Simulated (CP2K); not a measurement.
The system is InP.

```
In P
1.0
     4.14435    0.00000    0.00000
     2.07218    3.58911    0.00000
     2.07218    1.19637    3.38385
In P
1 1
Cartesian
  0.0000 0.0000 0.0000
  6.2165 3.5891 2.5379
```

Base run:

* Program: CP2K 2026.2
* Functional: PW91
* Potentials or basis: POTENTIAL_UZH In GTH-PBE-q13, P GTH-PBE-q5; TZVP-MOLOPT-PBE-GTH basis
* Density cutoff: 9184 eV
* k mesh: 8 × 8 × 8
* Occupations: fermi-dirac, width 0.05 eV
* Spin: no spin polarisation

Its results: band gap on the k mesh 0.66 eV, direct; pressure 3.9 GPa.

Question: After a change of settings the same cell gave: band gap on the k mesh 1.18 eV, direct; pressure -5.6 GPa. Which change was it?
A. functional from PW91 to revPBE
B. functional from PW91 to HLE16
C. functional from PW91 to TPSS
D. functional from PW91 to PBEsol

Answer: B.

Caveats: the potentials were made for another functional, which shifts forces and pressure; spin-orbit coupling is left out, which moves the levels of the heavy elements; the basis of atomic orbitals isn't converged, which shifts pressures, moduli and gaps; the potentials were made for a functional far from this one (some runs).

Runs at the PBE level aren't shown here.
